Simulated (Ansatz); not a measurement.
**diamond against fcc along the 5d metals**

Theory: Ansatz 0.2.0, DFT, RPBE, plane waves (420 eV) with PAW, scalar-relativistic. The PAW files were generated under PBE, with cores re-solved for the functional.

Each structure is relaxed within its symmetry, in the lowest magnetic state of the tried starts. Differences under about 8 meV lie within the error of the k-point mesh.

```json
{"element": "Lu", "E(diamond) − E(fcc) (meV/atom)": "1900", "V(diamond) (Å³/atom)": "54.27", "V(fcc) (Å³/atom)": "30.60", "state of diamond": "spin not included", "state of fcc": "spin not included"}
{"element": "Hf", "E(diamond) − E(fcc) (meV/atom)": "2593", "V(diamond) (Å³/atom)": "36.82", "V(fcc) (Å³/atom)": "23.25", "state of diamond": "spin not included", "state of fcc": "spin not included"}
{"element": "Ta", "E(diamond) − E(fcc) (meV/atom)": "?", "V(diamond) (Å³/atom)": "?", "V(fcc) (Å³/atom)": "?", "state of diamond": "?", "state of fcc": "?"}
{"element": "W", "E(diamond) − E(fcc) (meV/atom)": "2124", "V(diamond) (Å³/atom)": "25.25", "V(fcc) (Å³/atom)": "16.67", "state of diamond": "spin not included", "state of fcc": "spin not included"}
{"element": "Re", "E(diamond) − E(fcc) (meV/atom)": "1487", "V(diamond) (Å³/atom)": "22.88", "V(fcc) (Å³/atom)": "15.17", "state of diamond": "spin not included", "state of fcc": "spin not included"}
{"element": "Os", "E(diamond) − E(fcc) (meV/atom)": "1085", "V(diamond) (Å³/atom)": "21.72", "V(fcc) (Å³/atom)": "14.50", "state of diamond": "spin not included", "state of fcc": "spin not included"}
{"element": "Ir", "E(diamond) − E(fcc) (meV/atom)": "939", "V(diamond) (Å³/atom)": "21.95", "V(fcc) (Å³/atom)": "14.68", "state of diamond": "spin not included", "state of fcc": "non-magnetic"}
{"element": "Pt", "E(diamond) − E(fcc) (meV/atom)": "978", "V(diamond) (Å³/atom)": "24.76", "V(fcc) (Å³/atom)": "15.93", "state of diamond": "spin not included", "state of fcc": "spin not included"}
{"element": "Au", "E(diamond) − E(fcc) (meV/atom)": "580", "V(diamond) (Å³/atom)": "30.74", "V(fcc) (Å³/atom)": "18.49", "state of diamond": "spin not included", "state of fcc": "spin not included"}
```

Problem. Fill in the row of Ta.

Solution. E(diamond) − E(fcc) (meV/atom): 2628; V(diamond) (Å³/atom): 29.25; V(fcc) (Å³/atom): 19.16; state of diamond: spin not included; state of fcc: spin not included.
